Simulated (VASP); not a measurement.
# GaN (P6_3mc) in VASP: further runs, part 2 of 2

VASP 6.6.1. The steps go on from the part before.

## Step 3: Relaxation of shape and atoms at fixed volume, PBE (a relaxed cell with its volume scaled by 0.94)

The input, INCAR:

```
SYSTEM = GaN
PREC = Accurate ; ENCUT = 600
EDIFF = 1E-7 ; ISMEAR = 0
SIGMA = 0.03 ; LREAL = .FALSE.
LASPH = .TRUE. ; NELM = 80
ALGO = Normal ; ISIF = 4
LWAVE = .FALSE. ; LCHARG = .FALSE.
GGA = PE ; IBRION = 2
NSW = 40 ; EDIFFG = -0.01
```

The input, KPOINTS:

```
regular mesh
0
G
  12 12 5
  0 0 0
```

The input, POSCAR:

```
GaN                                     
1.0
    3.1520391851      0.0000000000      0.0000000000
   -1.5760195925      2.7297460080      0.0000000000
    0.0000000000      0.0000000000      5.1370029719
  Ga              N             
     2     2
Direct
     0.3333333332999970    0.6666666667000030    0.9991860842781787
     0.6666666667000030    0.3333333332999970    0.4991860842781787
     0.3333333332999970    0.6666666667000030    0.3758139157218213
     0.6666666667000030    0.3333333332999970    0.8758139157218213
```

Potentials or basis: VASP PAW PBE potentials, release 64 (Ga_d, N).

Command:

```console
$ cat potpaw_PBE.64/Ga_d/POTCAR potpaw_PBE.64/N/POTCAR > POTCAR
$ mpirun -np 1 vasp_std > vasp.out
```

OUTCAR:

```text
SYSTEM = GaN
   PREC = Accurate
   ENCUT = 600
   EDIFF = 1E-7
   ISMEAR = 0
   LREAL = .FALSE.
   LASPH = .TRUE.
   NELM = 80
   ISIF = 4
   GGA = PE
   IBRION = 2
   NSW = 40
   EDIFFG = -0.01

 ion  position               nearest neighbor table
   1  0.333  0.667  0.999-   4 1.93   4 1.93   4 1.93   3 1.93
   2  0.667  0.333  0.499-   3 1.93   3 1.93   3 1.93   4 1.93
   3  0.333  0.667  0.376-   2 1.93   2 1.93   2 1.93   1 1.93
   4  0.667  0.333  0.876-   1 1.93   1 1.93   1 1.93   2 1.93

  LATTYP: Found a hexagonal cell.
 ALAT       =     3.1520391851
 C/A-ratio  =     1.6297395655

  Lattice vectors:

 A1 = (   3.1520391851,   0.0000000000,   0.0000000000)
 A2 = (  -1.5760195925,   2.7297460080,   0.0000000000)
 A3 = (   0.0000000000,   0.0000000000,   5.1370029719)

Analysis of symmetry for initial positions (statically):
=====================================================================
 Subroutine PRICEL returns:
 Original cell was already a primitive cell.

 Routine SETGRP: Setting up the symmetry group for a
[... 219 lines left out ...]
  ext. energy  EPLUGINS =         0.00000000
  ---------------------------------------------------
  free energy    TOTEN  =       -24.22580205 eV

  energy without entropy =      -24.22580205  energy(sigma->0) =      -24.22580205

 E-fermi :   5.8860     XC(G=0): -11.8482

 val. band max:        5.6869633269   @ k =   0.0000   0.0000   0.0000
 cond. band min:       7.8188466089   @ k =   0.0000   0.0000   0.0000
 fundamental gap:      2.1318832820
 Fermi energy:         5.8859733005

 k-point     1 :       0.0000    0.0000    0.0000
  band No.  band energies     occupation
      1     -10.5842      2.00000
      2      -9.5539      2.00000
      3      -7.7837      2.00000
      4      -7.7666      2.00000
      5      -7.7666      2.00000
      6      -7.6985      2.00000
[... 589 lines left out ...]
     21      12.9493      0.00000
     22      14.1219      0.00000

 [... further k-points ...]
[... 5 lines left out ...]
  --------------------------------------------------------------------------------------
  -------------------------------------------------------------------------------------
  Total        3.3258390      3.3258390      3.3794658      0.0000000      0.0000000      0.0000000
  in kB      120.5558081    120.5558081    122.4996853      0.0000000      0.0000000      0.0000000
  external PRESSURE =     121.2037672 kB  Pullay stress =       0.0000000 kB

 VOLUME and BASIS-vectors are now :
 -----------------------------------------------------------------------------
  energy-cutoff  :      600.00
  volume of cell :       44.20
      direct lattice vectors                 reciprocal lattice vectors
     3.152524514  0.000000000  0.000000000     0.317206098  0.183139026  0.000000000
    -1.576262257  2.730166315  0.000000000    -0.000000000  0.366278052 -0.000000000
    -0.000000000  0.000000000  5.135421418     0.000000000  0.000000000  0.194725986

 POSITION                                       TOTAL-FORCE (eV/Angst)
 -----------------------------------------------------------------------------------
     -0.00000      1.82011      5.13174         0.000000     -0.000000     -0.008392
      1.57626      0.91006      2.56403         0.000000      0.000000     -0.008392
     -0.00000      1.82011      1.92946        -0.000000     -0.000000      0.008392
      1.57626      0.91006      4.49718        -0.000000     -0.000000      0.008392
 -----------------------------------------------------------------------------------
    total drift:                               -0.000000     -0.000000     -0.000864

  FREE ENERGIE OF THE ION-ELECTRON SYSTEM (eV)
  ---------------------------------------------------
  free  energy   TOTEN  =       -24.2258020515 eV

  energy  without entropy=      -24.2258020515  energy(sigma->0) =      -24.22580205

 reached required accuracy - stopping structural energy minimisation
```

OSZICAR:

```text
N       E                     dE             d eps       ncg     rms          rms(c)
DAV:   1     0.294555943739E+03    0.29456E+03   -0.20041E+04  2610   0.337E+03
DAV:   2     0.106623129999E+02   -0.28389E+03   -0.27424E+03  2764   0.569E+02
[... 13 lines left out ...]
   1 F= -.24225802E+02 E0= -.24225802E+02  d E =-.242258E+02
       N       E                     dE             d eps       ncg     rms          rms(c)
DAV:   1    -0.242258206442E+02   -0.18439E-04   -0.55890E-03  2526   0.597E-01    0.386E-02
DAV:   2    -0.242258182310E+02    0.24132E-05   -0.31812E-04  3114   0.214E-01    0.232E-02
DAV:   3    -0.242258015015E+02    0.16730E-04   -0.34152E-05  3784   0.846E-02    0.419E-03
DAV:   4    -0.242258021351E+02   -0.63354E-06   -0.92903E-06  2698   0.273E-02    0.204E-03
DAV:   5    -0.242258020515E+02    0.83532E-07   -0.47219E-07  2958   0.690E-03
   2 F= -.24225802E+02 E0= -.24225802E+02  d E =0.968448E-07
```

CONTCAR:

```text
GaN
   1.00000000000000
     3.1525245139509428    0.0000000000023370    0.0000000000000000
    -1.5762622569234397    2.7301663151112661    0.0000000000000000
    -0.0000000000000000    0.0000000000000000    5.1354214179260671
  Ga              N
     2     2
Direct
     0.3333333332999970    0.6666666667000030    0.9992831579251702
     0.6666666667000030    0.3333333332999970    0.4992831579251702
     0.3333333332999970    0.6666666667000030    0.3757168420748298
     0.6666666667000030    0.3333333332999970    0.8757168420748298

  0.00000000E+00  0.00000000E+00  0.00000000E+00
  0.00000000E+00  0.00000000E+00  0.00000000E+00
  0.00000000E+00  0.00000000E+00  0.00000000E+00
  0.00000000E+00  0.00000000E+00  0.00000000E+00
```

Run time: 1.9 min. Hardware: 1 thread of Intel Xeon Platinum 8259CL at 2.50GHz (Skylake/Cascade Lake), shared host; peak memory 0.21 GiB.

Results:

```
Free energy                  : -24.2258 eV
Energy gained by relaxing    : 0.0 meV/atom
Ionic steps                  : 2
Pressure after relaxing      : 12.1 GPa
Largest force after relaxing : 0.008 eV/Å
Band gap on the k mesh       : 2.13 eV, direct
```

Forces on the atoms (eV/Å):
```
Ga   0.000  0.000 -0.008
Ga   0.000  0.000 -0.008
N    0.000  0.000  0.008
N    0.000  0.000  0.008
```

Final structure:
```yaml
crystal:
  lattice:
    - [3.15252, 0.00000, 0.00000]
    - [-1.57626, 2.73017, 0.00000]
    - [0.00000, 0.00000, 5.13542]
  atoms:
    - { symbol: Ga, position: [0.33333, 0.66667, 0.99928] }
    - { symbol: Ga, position: [0.66667, 0.33333, 0.49928] }
    - { symbol: N, position: [0.33333, 0.66667, 0.37572] }
    - { symbol: N, position: [0.66667, 0.33333, 0.87572] }
```

## Step 4: Relaxation of shape and atoms at fixed volume, PBE (a relaxed cell with its volume scaled by 0.96)

INCAR is that of step 3.

KPOINTS is that of step 3.

POSCAR, as its differences from that of step 3:

```diff
@@ -2,5 +2,5 @@
 1.0
-    3.1520391851      0.0000000000      0.0000000000
-   -1.5760195925      2.7297460080      0.0000000000
-    0.0000000000      0.0000000000      5.1370029719
+    3.1742373755      0.0000000000      0.0000000000
+   -1.5871186877      2.7489702048      0.0000000000
+    0.0000000000      0.0000000000      5.1731802411
   Ga              N
```

Command:

```console
$ cat potpaw_PBE.64/Ga_d/POTCAR potpaw_PBE.64/N/POTCAR > POTCAR
$ mpirun -np 1 vasp_std > vasp.out
```

Wall time 97 s (1 thread of Intel Xeon Platinum 8259CL at 2.50GHz (Skylake/Cascade Lake), shared host); peak memory 0.21 GiB.

It converged, with:

```
Free energy                  : -24.2849 eV
Pressure after relaxing      : 7.6 GPa
Largest force after relaxing : 0.006 eV/Å
Band gap on the k mesh       : 1.99 eV, direct
```

Forces on the atoms (eV/Å):
```
Ga   0.000  0.000  0.006
Ga   0.000  0.000  0.006
N    0.000  0.000 -0.006
N    0.000  0.000 -0.006
```

Stress tensor (GPa, compression positive):
```
7.66 0.00 0.00
0.00 7.66 0.00
0.00 0.00 7.56
```

Final structure:
```
CELL_PARAMETERS angstrom
3.17424 0.00000 0.00000
-1.58712 2.74897 0.00000
0.00000 0.00000 5.17318
ATOMIC_POSITIONS crystal
Ga 0.33333 0.66667 0.99919
Ga 0.66667 0.33333 0.49919
N 0.33333 0.66667 0.37581
N 0.66667 0.33333 0.87581
```

Levels at points of the mesh, in eV from the valence-band top:
| k point | band 14 | band 15 | band 16 | band 17 | band 18 | band 19 | band 20 | band 21 | band 22 |
| --- | --- | --- | --- | --- | --- | --- | --- | --- | --- |
| (0.00, 0.00, 0.00) | -1.05 | -1.05 | -0.04 | 0.00 | 0.00 | 1.99 | 4.34 | 9.26 | 9.97 |
| (0.50, 0.00, 0.00) | -5.33 | -4.25 | -2.78 | -2.24 | -1.01 | 5.10 | 5.63 | 6.08 | 8.68 |

Caveat: the relaxation stopped at its first step, so nothing moved.

## Step 5: Relaxation of shape and atoms at fixed volume, PBE (a relaxed cell with its volume scaled by 0.98)

INCAR is that of step 4.

KPOINTS is that of step 4.

POSCAR, as its differences from that of step 4:

```diff
@@ -2,5 +2,5 @@
 1.0
-    3.1742373755      0.0000000000      0.0000000000
-   -1.5871186877      2.7489702048      0.0000000000
-    0.0000000000      0.0000000000      5.1731802411
+    3.1961293595      0.0000000000      0.0000000000
+   -1.5980646797      2.7679292191      0.0000000000
+    0.0000000000      0.0000000000      5.2088584737
   Ga              N
```

Command:

```console
$ cat potpaw_PBE.64/Ga_d/POTCAR potpaw_PBE.64/N/POTCAR > POTCAR
$ mpirun -np 1 vasp_std > vasp.out
```

Run time: 88 s. Hardware: 1 thread of Intel Xeon Platinum 8259CL at 2.50GHz (Skylake/Cascade Lake), shared host; peak memory 0.21 GiB.

The run converged. Its results:

* Free energy: -24.3191 eV
* Pressure after relaxing: 3.6 GPa
* Band gap on the k mesh: 1.85 eV, direct

Stress tensor (GPa, compression positive):
```
3.62 0.00 0.00
0.00 3.62 0.00
0.00 0.00 3.54
```

Final structure:
```
Ga N
1.0
     3.19613    0.00000    0.00000
    -1.59806    2.76793    0.00000
     0.00000    0.00000    5.20886
Ga N
2 2
Direct
  0.33333 0.66667 0.99919
  0.66667 0.33333 0.49919
  0.33333 0.66667 0.37581
  0.66667 0.33333 0.87581
```

Levels at points of the mesh, in eV from the valence-band top:
```tsv
k point	band 15	band 16	band 17	band 18	band 19	band 20	band 21	band 22
(0.00, 0.00, 0.00)	-1.02	-0.04	0.00	0.00	1.85	4.20	9.14	9.85
(0.50, 0.00, 0.00)	-4.16	-2.71	-2.17	-0.99	5.04	5.50	6.02	8.51
```

Caveat: the relaxation stopped at its first step, so nothing moved.

## Step 6: The runs side by side

| task | cell | gap on the mesh (eV) | pressure (GPa) | largest force (eV/Å) |
| --- | --- | --- | --- | --- |
| relaxation of cell and atoms | relaxed | 1.72 | 0.0 | - |
| relaxation of shape and atoms at fixed volume | atoms relaxed at fixed volume from: a relaxed cell with its volume scaled by 0.94 | 2.13 | 12.1 | 0.01 |
| relaxation of shape and atoms at fixed volume | atoms relaxed at fixed volume from: a relaxed cell with its volume scaled by 0.96 | 1.99 | 7.6 | 0.01 |
| relaxation of shape and atoms at fixed volume | atoms relaxed at fixed volume from: a relaxed cell with its volume scaled by 0.98 | 1.85 | 3.6 | - |

Alike in all rows: level PBE; potentials or basis VASP PAW PBE potentials, release 64 (Ga_d, N); no spin polarisation; k mesh 12 × 12 × 5; cutoff (eV) 600; smearing gaussian 0.03 eV.

Caveats: the relaxation stopped at its first step, so nothing moved (some runs).

Absolute energies hang on the potentials; compare differences alone.
